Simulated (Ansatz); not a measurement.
**TiSi2As4 monolayer in a perpendicular field**

What dipole does a perpendicular field induce in the TiSi2As4 monolayer? A positive field points along +c.

Main program and level: Ansatz 0.2.0; plane-wave DFT, PBE-D3(BJ), Ansatz PAW (set soft_1); PAW set soft_1.

## (1) Set-up

The cell holds 7 atoms: 4 As, 2 Si and 1 Ti. Its edges and angles: a = 3.630 Å, b = 3.630 Å, c = 49.195 Å, α = 90.0°, β = 90.0°, γ = 120.0°. Vacuum lies along c.

## (2) Relaxing the slab

The starting cell is a guess, so the in-plane lattice and the atoms are relaxed first, with the slab cut off from its images along the normal.

File input.yaml:

```yaml
crystal:
  lattice:
    - [3.63, 0.0, 0.0]
    - [-1.815, 3.1436722157, 0.0]
    - [0.0, 0.0, 49.1950835233]
  atoms:
    - { symbol: As, position: [0.0, 0.0, 0.4075610521] }
    - { symbol: Si, position: [0.3333333333, 0.6666666667, 0.4230498179] }
    - { symbol: As, position: [0.3333333333, 0.6666666667, 0.4683795509] }
    - { symbol: Ti, position: [0.0, 0.0, 0.5] }
    - { symbol: As, position: [0.3333333333, 0.6666666667, 0.5316204491] }
    - { symbol: Si, position: [0.3333333333, 0.6666666667, 0.5769501821] }
    - { symbol: As, position: [0.0, 0.0, 0.5924389479] }
  periodic: [true, true, false]
kpoints:
  mp_grid: { grid: [12, 12, 1] }
hamiltonian:
  xc: pbe
  dispersion: d3bj
  pseudopotentials: { kind: paw, azcp: { folder: soft_1 } }
scf:
  occupations: { method: fermi_dirac, width: 0.05 }
  convergence: { dr2_threshold: 1.0e-09 }
relax:
  f_tol: 0.004
  max_steps: 90
  cell: {}
output:
  write_potential: true
  write_density: true
  volumetric_format: npy
```

On the command line:

```
$ ansatz run input.yaml --threads 4 --pin off --max-ram 6144MiB --backend cpu --events-out ev --progress --plain --runs-dir out
```

Numbers of over 12 decimals in the logs are rounded to 6 here.

The program printed:

```text
Warning: relax.cell: scf.convergence.dr2_threshold = 1e-9 eV is looser than the 1.91979526068e-10 eV advised for a relaxation that steers and ends on the stress (1e-10 eV for each atom of the cell: 7, times the square of relax.cell.stress_2d_tol = 0.05 N/m over 19.1 Å (the atoms' height at the walk's start and 5 Å past either face), 2.618e-2 GPa, over a crystal's default 0.05). What an SCF threshold leaves in a stress goes as its square root, and in the free energy as the threshold itself, and one threshold admits the most on a small cell: [figures from the program's tests cut] Set scf.convergence.dr2_threshold to 1.91979526068e-10 eV or tighter. [rest of the remark cut]
Engine: ansatz 0.2.0, aarch64-unknown-linux-gnu
Pseudopotentials: kind: paw
Pseudopotential: As, paw, valence charge 15, recommended cutoff 420 eV (normal), soft_1/As.paw.azcp
Pseudopotential: Si, paw, valence charge 4, recommended cutoff 420 eV (normal), soft_1/Si.paw.azcp
Pseudopotential: Ti, paw, valence charge 12, recommended cutoff 420 eV (normal), soft_1/Ti.paw.azcp
Functional definition: PBE
  parameter kappa = 0.804
  parameter beta = 0.066725
  exchange = pbe_x(kappa = kappa, mu = beta*pi^2/3)
  correlation = pbe_c(beta = beta)
Crystal: 7 atoms, lattice volume = 561.391 Å³
Basis set: ecut = 420 eV, 10833 PW (Γ), exchange–correlation on 50×50×720 points (8 copies of the dense FFT grid, shifted against one another)
Bands: 48, of which v1, the nominal top of the filled ones, is band 40 counted from 1 (39 counted from 0)
Symmetry: 12 space group operations
Space group: P-6m2 (ITA 187), of the structure as read, at distance tolerance 8.2e-5 Å
k-points: 19 of 144 (time reversal used)
Non-local potential: As, projectors of the file, l = 0: 2, l = 1: 2, l = 2: 3, l = 3: 1
Non-local potential: Si, projectors of the file, l = 0: 2, l = 1: 2, l = 2: 1
Non-local potential: Ti, projectors of the file, l = 0: 3, l = 1: 2, l = 2: 3, l = 3: 1
PAW form: soft (Blöchl's): semilocal exchange-correlation on the pseudo side does not see the compensation charge
PAW one-centre angular grid: As, 590 points (default); XC on 64 Gauss nodes
PAW one-centre angular grid: Si, 110 points (default); XC on 64 Gauss nodes
PAW one-centre angular grid: Ti, 590 points (default); XC on 64 Gauss nodes
Initial density: superposition of atomic densities (neutral atoms: chi_scale 0, normalization atom)
Initial wavefunctions: pseudopotential atomic-orbital guess
Functional: x = pbe(κ = 0.804, μ = 0.219515), c = pbe(β = 0.066725)
SCF iter   1: F=—  HF=-23199.352327 eV  |F-HF|=—  |Δ(HF+E_count)|=         —  Δρ=2.19e-2  dr2=5.21e0  ethr=3.10e-3  ⟨swp⟩=11.9  Hψ=4928  notcnv=0  defer=3
preconditioner: auto → LDOS  [metal: Δε(μ)=0.024 eV  Ē_g=7.891 eV  σ=0.050 eV  W_gap=0.12  n_scr=30 (ndim 8)  ℏωp=8.9 eV  f_vac=0.731  D(μ)=1.42/eV (n_scr^D=10)  β→1.0]
SCF iter   2: F=—  HF=-23198.827144 eV  |F-HF|=—  |Δ(HF+E_count)|=   5.25e-1  Δρ=9.91e-3  dr2=2.14e0  ethr=3.10e-3  ⟨swp⟩=4.8  Hψ=2339  notcnv=0  defer=37
SCF iter   3: F=—  HF=-23198.458290 eV  |F-HF|=—  |Δ(HF+E_count)|=   3.69e-1  Δρ=3.44e-3  dr2=2.06e-1  ethr=2.67e-3  ⟨swp⟩=4.2  Hψ=2058  notcnv=0  defer=25
SCF iter   4: F=—  HF=-23198.415503 eV  |F-HF|=—  |Δ(HF+E_count)|=   4.28e-2  Δρ=9.82e-4  dr2=7.46e-2  ethr=2.57e-4  ⟨swp⟩=4.2  Hψ=1854  notcnv=0  defer=23
SCF iter   5: F=—  HF=-23198.405399 eV  |F-HF|=—  |Δ(HF+E_count)|=   1.01e-2  Δρ=3.56e-4  dr2=1.60e-3  ethr=9.33e-5  ⟨swp⟩=3.5  Hψ=1547  notcnv=0  defer=23
SCF iter   6: F=—  HF=-23198.405423 eV  |F-HF|=—  |Δ(HF+E_count)|=   2.33e-5  Δρ=1.84e-4  dr2=7.25e-4  ethr=2.01e-6  ⟨swp⟩=3.9  Hψ=1738  notcnv=0  defer=23
SCF iter   7: F=—  HF=-23198.405306 eV  |F-HF|=—  |Δ(HF+E_count)|=   1.16e-4  Δρ=5.00e-5  dr2=5.01e-5  ethr=9.06e-7  ⟨swp⟩=2.8  Hψ=1365  notcnv=0  defer=23
SCF iter   8: F=—  HF=-23198.405304 eV  |F-HF|=—  |Δ(HF+E_count)|=   2.58e-6  Δρ=1.41e-5  dr2=4.34e-6  ethr=6.26e-8  ⟨swp⟩=2.9  Hψ=1630  notcnv=0  defer=23
SCF iter   9: F=—  HF=-23198.405324 eV  |F-HF|=—  |Δ(HF+E_count)|=   1.99e-5  Δρ=4.92e-6  dr2=4.05e-7  ethr=5.43e-9  ⟨swp⟩=3.0  Hψ=1633  notcnv=0  defer=23
SCF iter  10: F=—  HF=-23198.405324 eV  |F-HF|=—  |Δ(HF+E_count)|=   6.16e-8  Δρ=1.45e-6  dr2=2.36e-8  ethr=5.07e-10  ⟨swp⟩=3.1  Hψ=1635  notcnv=0  defer=23
SCF iter  11: F=—  HF=-23198.405324 eV  |F-HF|=—  |Δ(HF+E_count)|=   4.65e-9  Δρ=3.75e-7  dr2=1.66e-9  ethr=2.95e-11  ⟨swp⟩=3.1  Hψ=1597  notcnv=0  defer=23
SCF iter  12: F=-23198.405324 eV  HF=-23198.405324 eV  |F-HF|=7.28e-11  |Δ(HF+E_count)|=   1.08e-9  Δρ=1.21e-7  dr2=1.09e-10  ethr=1.25e-12  ⟨swp⟩=12.4  Hψ=6918  notcnv=0
SCF 1 converged in 12 iterations: F = -23198.405324 eV  dr2 = 1.09e-10
  greatest PAW one-centre occupation: 0.999 electrons in one spin orbital (limit 2), on the As atom at site 2 (counted from 0), in its partial waves of l = 2
relax step   1: F+E_penalty+E_count = -23198.40532388 eV  Δ(F+E_penalty+E_count) = +0.000e0 eV  max|allowed force component| = 3.221e0 eV/Å  Δτ_max = 0.0000 Å  P = +8.765 N/m  Ω = 561.391 Å³  fix = [c, alpha, beta]  reactions: c +0.000 N/m  (12 SCF iters, accepted)
Crystal: 7 atoms, lattice volume = 560.951 Å³
Basis set: ecut = 420 eV, 10821 PW (Γ), exchange–correlation on 50×50×720 points (8 copies of the dense FFT grid, shifted against one another)
Initial density: handed on by an earlier stage of this run
Initial wavefunctions: those handed on with the density
iter 1 solved again at ethr=4.15e-4 eV; its pass at ethr=3.10e-3 eV (dr2=3.32e-1 eV) is discarded
SCF iter   1: F=—  HF=-23199.688399 eV  |F-HF|=—  |Δ(HF+E_count)|=         —  Δρ=6.58e-3  dr2=3.32e-1  ethr=4.15e-4  ⟨swp⟩=2.8  Hψ=5392  notcnv=0
preconditioner: auto → LDOS  [metal: Δε(μ)=0.039 eV  Ē_g=7.662 eV  σ=0.050 eV  W_gap=0.19  n_scr=30 (ndim 8)  ℏωp=8.9 eV  f_vac=0.728  D(μ)=1.24/eV (n_scr^D=8)  β→1.0]
SCF iter   2: F=—  HF=-23199.709188 eV  |F-HF|=—  |Δ(HF+E_count)|=   2.08e-2  Δρ=4.67e-3  dr2=4.51e-1  ethr=4.15e-4  ⟨swp⟩=5.8  Hψ=2059  notcnv=0
SCF iter   3: F=—  HF=-23199.639850 eV  |F-HF|=—  |Δ(HF+E_count)|=   6.93e-2  Δρ=1.70e-3  dr2=1.04e-1  ethr=4.15e-4  ⟨swp⟩=4.4  Hψ=1860  notcnv=0  defer=33
SCF iter   4: F=—  HF=-23199.622939 eV  |F-HF|=—  |Δ(HF+E_count)|=   1.69e-2  Δρ=5.42e-4  dr2=3.28e-3  ethr=1.29e-4  ⟨swp⟩=3.5  Hψ=1540  notcnv=0  defer=33
SCF iter   5: F=—  HF=-23199.622495 eV  |F-HF|=—  |Δ(HF+E_count)|=   4.44e-4  Δρ=1.41e-4  dr2=1.80e-4  ethr=4.10e-6  ⟨swp⟩=3.1  Hψ=1368  notcnv=0  defer=33
SCF iter   6: F=—  HF=-23199.622521 eV  |F-HF|=—  |Δ(HF+E_count)|=   2.60e-5  Δρ=5.12e-5  dr2=2.53e-5  ethr=2.25e-7  ⟨swp⟩=3.1  Hψ=1512  notcnv=0  defer=33
[...]
SCF iter  10: F=-23199.779695 eV  HF=-23199.779695 eV  |F-HF|=2.01e-9  |Δ(HF+E_count)|=   2.16e-9  Δρ=2.25e-7  dr2=3.80e-10  ethr=1.25e-12  ⟨swp⟩=12.1  Hψ=6977  notcnv=0
SCF 3 converged in 10 iterations: F = -23199.779695 eV  dr2 = 3.80e-10
relax step   3: F+E_penalty+E_count = -23199.77969470 eV  Δ(F+E_penalty+E_count) = -1.572e-1 eV  max|allowed force component| = 2.088e-1 eV/Å  Δτ_max = 0.1983 Å  P = +1.085 N/m  Ω = 559.665 Å³  energy of the carried Pulay correction = +6.500e-5 eV  fix = [c, alpha, beta]  reactions: c +0.000 N/m  (10 SCF iters, accepted)
[...]
relax step   4: F+E_penalty+E_count = -23199.78805547 eV  Δ(F+E_penalty+E_count) = -8.361e-3 eV  max|allowed force component| = 6.764e-2 eV/Å  Δτ_max = 0.0166 Å  P = +0.216 N/m  Ω = 566.023 Å³  energy of the carried Pulay correction = -1.734e-4 eV  fix = [c, alpha, beta]  reactions: c +0.000 N/m  (9 SCF iters, accepted)
[...]
relax step   5: F+E_penalty+E_count = -23199.78853117 eV  Δ(F+E_penalty+E_count) = -4.757e-4 eV  max|allowed force component| = 8.109e-3 eV/Å  Δτ_max = 0.0051 Å  P = -0.007 N/m  Ω = 567.610 Å³  energy of the carried Pulay correction = -2.325e-4 eV  fix = [c, alpha, beta]  reactions: c -0.000 N/m  (8 SCF iters, accepted)
[...]
relax step   6: F+E_penalty+E_count = -23199.78854061 eV  Δ(F+E_penalty+E_count) = -9.441e-6 eV  max|allowed force component| = 4.415e-3 eV/Å  Δτ_max = 0.0012 Å  P = +0.015 N/m  Ω = 567.507 Å³  energy of the carried Pulay correction = -2.287e-4 eV  fix = [c, alpha, beta]  reactions: c +0.000 N/m  (6 SCF iters, accepted)
[...]
relax step   7: F+E_penalty+E_count = -23199.78853988 eV  Δ(F+E_penalty+E_count) = +7.305e-7 eV  max|allowed force component| = 8.659e-5 eV/Å  Δτ_max = 0.0003 Å  P = +0.001 N/m  Ω = 567.568 Å³  energy of the carried Pulay correction = -2.310e-4 eV  fix = [c, alpha, beta]  reactions: c +0.000 N/m  (6 SCF iters, accepted)
Initial wavefunctions: pseudopotential atomic-orbital guess (no wavefunctions were taken with the density)
iter 1 solved again at ethr=1.78e-6 eV; its pass at ethr=3.10e-3 eV (dr2=1.42e-3 eV) is discarded
SCF iter   1: F=—  HF=-23199.788579 eV  |F-HF|=—  |Δ(HF+E_count)|=         —  Δρ=1.51e-5  dr2=8.67e-8  ethr=1.78e-6  ⟨swp⟩=5.1  Hψ=7746  notcnv=0
eigensolver tolerance schedule: the retry pair's looser diagonalisation over-reported the residual by 16426.29 of it (diagonalisation noise at an unbounded share of the residual, at the tolerance the schedule requests for it); recorded, not acted on — ethr = c·dr2/N_el stays at c = 1.0e-1
SCF iter   2: F=—  HF=-23199.788776 eV  |F-HF|=—  |Δ(HF+E_count)|=   1.97e-4  Δρ=3.80e-6  dr2=1.64e-7  ethr=1.08e-10  ⟨swp⟩=5.8  Hψ=3305  notcnv=0
SCF iter   3: F=—  HF=-23199.788776 eV  |F-HF|=—  |Δ(HF+E_count)|=   2.37e-8  Δρ=1.39e-6  dr2=7.59e-8  ethr=1.08e-10  ⟨swp⟩=2.5  Hψ=1638  notcnv=0
SCF iter   4: F=—  HF=-23199.788775 eV  |F-HF|=—  |Δ(HF+E_count)|=   1.19e-7  Δρ=7.70e-7  dr2=2.18e-8  ethr=9.49e-11  ⟨swp⟩=2.8  Hψ=1337  notcnv=0
SCF iter   5: F=—  HF=-23199.788775 eV  |F-HF|=—  |Δ(HF+E_count)|=   8.47e-8  Δρ=3.07e-7  dr2=2.57e-9  ethr=2.73e-11  ⟨swp⟩=3.0  Hψ=1353  notcnv=0
SCF iter   6: F=-23199.788776 eV  HF=-23199.788775 eV  |F-HF|=3.42e-8  |Δ(HF+E_count)|=   1.65e-7  Δρ=1.37e-7  dr2=4.40e-10  ethr=1.25e-12  ⟨swp⟩=12.6  Hψ=7175  notcnv=0
SCF 8 converged in 6 iterations: F = -23199.788776 eV  dr2 = 4.40e-10
relax step   8: F+E_penalty+E_count = -23199.78877553 eV  Δ(F+E_penalty+E_count) = -2.356e-4 eV  max|allowed force component| = 8.930e-5 eV/Å  Δτ_max = 0.0000 Å  P = +0.002 N/m  Ω = 567.568 Å³  fix = [c, alpha, beta]  reactions: c +0.000 N/m  stress off target by 2.15e-3 N/m on what of the cell is left free  SCF on the basis re-selected at this cell (its energy is not comparable with the rows above)  (6 SCF iters)
basis re-selected at this cell: Δ(F+E_penalty+E_count) = -2.356e-4 eV, ΔP = +0.002 N/m vs the last step (what re-selecting the basis moved, of the pressure what is left beyond the Pulay correction that the steps carried, after the strain that the cell walked since its last selection, with what the two solves' SCF thresholds leave and, on support functions, any second-order correction that the steps lacked; it is no m [...]
WARN: The output density's exchange-correlation potential varies sharply where the density is thin. Do not read a vacuum level from v_tot or v_xc, or from such a field of the output density. On a cell that repeats whose density bears no net charge and no dipole along the vacuum's axis use v_es (v_loc + v_h of the components); under efield.dipole_correction with no amplitude use v_es + v_field, which holds any externa [...]
SCF converged after 6 iterations
Free energy (F): -23199.788776 eV
Harris-Foulkes:  -23199.788775 eV  (|F-HF|=3.42e-8)
Internal energy: -23199.778137 eV  (E = F + TS)
E sigma→0 (E₀):  -23199.783456 eV
Entropy (-TS):   -0.010638 eV (-1.520 meV/atom)
Fermi energy:    -5.048808 eV
--- Per-component energies (eV) ---
  E_band       = -2275.960427
  E_kinetic    = 753.365369
  E_local      = -430614.451536  (includes V_loc(G=0)·N_el)
  E_nonlocal   = -1467.094653
  E_hartree    = 215107.146635
  E_xc         = -511.499664
  E_vxc        = -536.971301  (∫ρ·V_xc dr)
  E_paw        = -10118.431197  (= ΣΔE_a)
  E_vpaw       = -625.093052  (= ΣTr[D̂ρ^β])
  E_aug_tail   = -0.000022  (compensation charges beyond the density's cutoff)
  E_ewald      = 203653.593900
  E_disp       = -2.406970  (pairwise vdW)
  E_smearing   = -0.010638  (= −TS)
  E_closure    = -0.000000  (closes the sum)
  Σ components = -23199.788776   (vs F -23199.788776, Δ=0.00e0)
--- Forces (eV/Å), atoms counted from 1 ---
  atom   1  As    -0.00000000    -0.00000000    -0.00008930
  atom   2  Si    -0.00000000     0.00000000     0.00007332
  atom   3  As     0.00000000    -0.00000000    -0.00000419
  atom   4  Ti    -0.00000000    -0.00000000     0.00000000
  atom   5  As     0.00000000    -0.00000000     0.00000419
  atom   6  Si    -0.00000000     0.00000000    -0.00007332
  atom   7  As     0.00000000    -0.00000000     0.00008930
  max |Σ_I F_I| component: 1.22e-16 eV/Å
--- 2D stress c σ (N/m, compression-positive) ---
        0.002146      -0.000000       0.000000
        0.000000       0.002146       0.000000
        0.000000       0.000000       0.000000
  P = ½ c Tr σ = 0.0021 N/m
--- Band table (eV; the first three rows and the last of 19) ---
  k-point 0: bands = [... 36 lower, -5.6355, -5.6355, -4.9853, -4.9853, -4.3378, -2.7234, -2.6750, -2.2957, ... 4 higher]
  k-point 1: bands = [... 36 lower, -5.9214, -5.7753, -5.1435, -5.0913, -4.3062, -2.6101, -2.5270, -2.1441, ... 4 higher]
  k-point 2: bands = [... 36 lower, -6.0185, -5.8848, -5.5985, -5.3517, -4.4080, -2.9437, -2.9278, -2.1985, ... 4 higher]
  k-point 18: bands = [... 36 lower, -7.5452, -7.5386, -6.4457, -5.7612, -4.1559, -3.5137, -3.4505, -3.1166, ... 4 higher]
  the weakly bound empty levels are not read free of the cell's end (no_gap_told)
--- Relaxed structure (7 steps of the walk, 7 accepted, 1 SCFs on fresh bases) ---
  F+E_penalty+E_count = -23199.78877553 eV   max|allowed force component| = 8.930e-5 eV/Å   (the final SCF, on the basis selected at the relaxed cell)
  cell:  # Å, volume = 567.5684 Å³
    - [3.649916, 0, 0.0]
    - [-1.824958, 3.160920, 0.0]
    - [0.0, 0.0, 49.1950835233]
  atoms:
    - { symbol: As, position: [1.0573552618554996e-17, -5.1357255561990634e-17, 0.399924] }
    - { symbol: Si, position: [0.333333, 0.666667, 0.422286] }
    - { symbol: As, position: [0.333333, 0.666667, 0.469847] }
    - { symbol: Ti, position: [1.0573552618555015e-17, -5.135725556199062e-17, 0.500000] }
    - { symbol: As, position: [0.333333, 0.666667, 0.530153] }
    - { symbol: Si, position: [0.333333, 0.666667, 0.577714] }
    - { symbol: As, position: [1.0573552618555002e-17, -5.1357255561990634e-17, 0.600076] }
```

Run time: 2 min. Hardware: 4 threads of Arm Neoverse V1, shared host; peak memory 1.2 GiB.

Relaxation path:

| step | energy less that of the first step (eV) | largest force component (eV/Å) | volume (Å³) |
| --- | --- | --- | --- |
| 1 | 0.0000 | 3.2210 | 561.39 |
| 2 | -1.2172 | 0.9946 | 560.95 |
| 3 | -1.3744 | 0.2088 | 559.67 |
| 4 | -1.3827 | 0.0676 | 566.02 |
| 5 | -1.3832 | 0.0081 | 567.61 |
| 6 | -1.3832 | 0.0044 | 567.51 |
| 7 | -1.3832 | 0.0001 | 567.57 |
| 8* | -1.3835 | 0.0001 | 567.57 |

Relaxation steps marked * repeat the geometry before them on a plane-wave basis chosen anew for their cell, so energy and pressure can jump there.

The run keeps the 12 symmetry operations that it works with, so distortions that break them were not tested.

| cell as run | before | after | change |
| --- | --- | --- | --- |
| a (Å) | 3.630 | 3.650 | +0.5 % |
| b (Å) | 3.630 | 3.650 | +0.5 % |

The atoms that moved most (Å, along periodic axes as changes of fractional coordinates times the final cell, across vacuum about the mean position):

| atom | dx | dy | dz | length |
| --- | --- | --- | --- | --- |
| As1 | 0.000 | 0.000 | -0.376 | 0.376 |
| As7 | 0.000 | 0.000 | 0.376 | 0.376 |
| As5 | 0.000 | 0.000 | -0.072 | 0.072 |
| As3 | 0.000 | 0.000 | 0.072 | 0.072 |
| Si6 | 0.000 | 0.000 | 0.038 | 0.038 |
| Si2 | 0.000 | 0.000 | -0.038 | 0.038 |

Numbers from this step:

| Item | Value |
| --- | --- |
| energy at zero smearing | -23199.7835 eV |

The lattice constant a goes from 3.630 to 3.650 Å.

[end of part 1 of 2]

[Logs are printed without paths, hosts, clocks, repeated set-up lines and the standing remarks that a program may print on its own settings, such as how far it seeks lower states.]

[Hosts, paths, dates, database ids (printed as entryN), source tags and the programs' standing remarks are cut or masked in the printed files.]

[Maps of the electrostatic potential energy from Ansatz leave out the sawtooth potential of an applied field or a dipole correction, so their vacuum need not be flat; planar profiles and work functions include it.]
